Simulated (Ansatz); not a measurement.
**Phonon spectrum of CdS**

These are results of DFT PBE, scalar-relativistic, plane waves, PAW in Ansatz, not measurements. Plane waves to 420 eV; Γ-centred k mesh 8×8×8; fixed occupations. No spin polarisation. Phonons by linear response, acoustic sum rule imposed.

Relaxed structure:
```
Cd S
1.0
     0.00000    2.96333    2.96333
     2.96333    0.00000    2.96333
     2.96333    2.96333    0.00000
Cd S
1 1
Cartesian
  0.0000 0.0000 0.0000
  1.4817 1.4817 1.4817
```

It was relaxed at this level from a cell as deposited in COD.

Force constants from linear response on a 4×4×4 q mesh.

Path: Γ–X–U | K–Γ–L–W–X. Only the points of the 4×4×4 mesh were computed; the rest is interpolation, which is rough on so few points. On the mesh no mode is imaginary. Distance along the path (Å⁻¹), then the branches (cm⁻¹, negative for imaginary; the LO field is included):
```
0.000  0 0 0 216 216 277
0.133  13 13 28 218 218 277
0.265  26 26 54 222 222 276
0.398  38 38 77 230 230 276
0.530  47 47 98 238 238 276
0.663  53 53 115 245 245 276
0.795  55 55 128 251 251 274
0.928  55 55 138 254 254 272
1.060  54 54 141 256 256 271
1.107  54 55 141 256 256 271
1.154  54 56 140 255 256 271
1.201  54 58 140 255 257 272
1.248  54 61 138 254 258 272
1.294  54 63 137 253 259 272
1.341  53 65 136 252 260 273
1.388  53 67 134 251 261 274
1.435  53 69 133 249 262 274
1.435  53 69 133 249 262 274
1.575  51 70 128 244 262 276
1.716  49 69 122 239 258 277
1.857  45 66 113 233 251 277
1.997  38 60 100 228 242 276
2.138  29 49 82 224 232 276
2.278  19 35 59 220 224 277
2.419  9 18 31 217 218 277
2.559  0 0 0 216 216 277
2.559  0 0 0 216 216 277
2.674  9 9 28 217 217 277
2.789  18 18 54 219 219 277
2.904  27 27 76 222 222 278
3.018  34 34 95 226 226 279
3.133  40 40 109 229 229 280
3.248  42 42 120 232 232 281
3.363  43 43 128 233 233 281
3.478  43 43 131 234 234 281
3.571  44 46 130 235 236 281
3.665  46 53 129 236 241 280
3.759  49 60 127 239 247 279
3.852  52 65 126 243 253 278
3.946  56 69 127 247 258 276
4.040  59 71 128 251 260 275
4.133  61 72 129 255 260 273
4.227  61 73 129 258 259 273
4.293  61 72 130 258 258 273
4.360  60 70 131 258 258 273
4.426  59 67 134 257 258 273
4.492  58 63 136 256 257 272
4.559  56 60 138 256 257 272
4.625  55 57 140 256 256 272
4.691  55 55 141 256 256 271
4.757  54 54 141 256 256 271
```
